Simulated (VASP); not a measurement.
Given:

```
CELL_PARAMETERS angstrom
      0.00000     3.07000     3.07000
      3.07000     0.00000     3.07000
      3.07000     3.07000     0.00000
ATOMIC_POSITIONS crystal
  Al 0.98860 0.01140 0.02769
  Sb 0.25000 0.25000 0.25000
```

All values below come from PBE GGA, VASP's PBE PAW potentials (set 64) (plane waves; VASP). Settings: 400 eV cut-off, 6×6×6 Γ-centred mesh, Gaussian smearing of 0.050 eV, potentials Al Sb.

Energy and stress use the plane-wave basis of the starting cell.

Q: The ions, cell shape and volume are relaxed. Predict the relaxed structure.

A: 
```
CELL_PARAMETERS angstrom
     -0.00042     3.11724     3.11775
      3.11486    -0.00029     3.11784
      3.11413     3.11646     0.00083
ATOMIC_POSITIONS crystal
  Al 0.99422 0.00558 0.01390
  Sb 0.24438 0.25582 0.26379
```
Space group F-43m (216), at a tolerance of 0.03 Å.

Q: How do energy and volume change from the first to the last step?

A: The energy (σ→0) changes by -45.0 meV/atom and the volume by +4.6 %, in 8 ionic steps.

The compound is AlSb in the zinc blende structure. In the starting cell atoms are displaced from their ideal sites. This run relaxes it.
